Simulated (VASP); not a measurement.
Tl:

```
Tl
1.0
     3.11688    0.00000    0.00000
     0.00000    3.11688    0.00000
     0.00000    0.00000    3.11688
Tl
1
Cartesian
  0.0000 0.0000 0.0000
```

The cell was built by a generator and needn't be a form met in nature.

```yaml
Program: VASP 6.6.1
Task: relaxation of cell and atoms
Functional: revPBE
Potentials_or_basis: VASP PAW PBE potentials, release 64 (Tl_d)
Cutoff: 600 eV
k_mesh: 10 × 10 × 10
Occupations: fermi-dirac, width 0.1 eV
Spin: no spin polarisation
```

At the start: pressure 5.1 GPa; volume 30.28 Å³/atom.

Question: How do energy, volume and symmetry change on relaxing?

Answer: Over 4 steps the energy falls by 76.7 meV/atom and the volume is 36.19 Å³/atom (+19.5 %); space group Pm-3m (No. 221, to 0.05 Å).

Step by step:
```tsv
step	energy change (eV)	largest force (eV/Å)	pressure (GPa)	volume (Å³)
1	0.0000	0.0000	5.08	30.28
2	-0.0733	0.0000	0.82	34.69
3	-0.0763	0.0000	-0.23	36.64
4	-0.0767	0.0000	-0.04	36.19
```

Final structure:
```
Tl
1.0
     3.30775    0.00000    0.00000
     0.00000    3.30775    0.00000
     0.00000    0.00000    3.30775
Tl
1
Direct
  0.00000 0.00000 0.00000
```

Caveat: the volume moved by over 15 % at a fixed basis, so the end points are rough; the PAW data sets were made with another functional, which shifts forces and pressure a little.
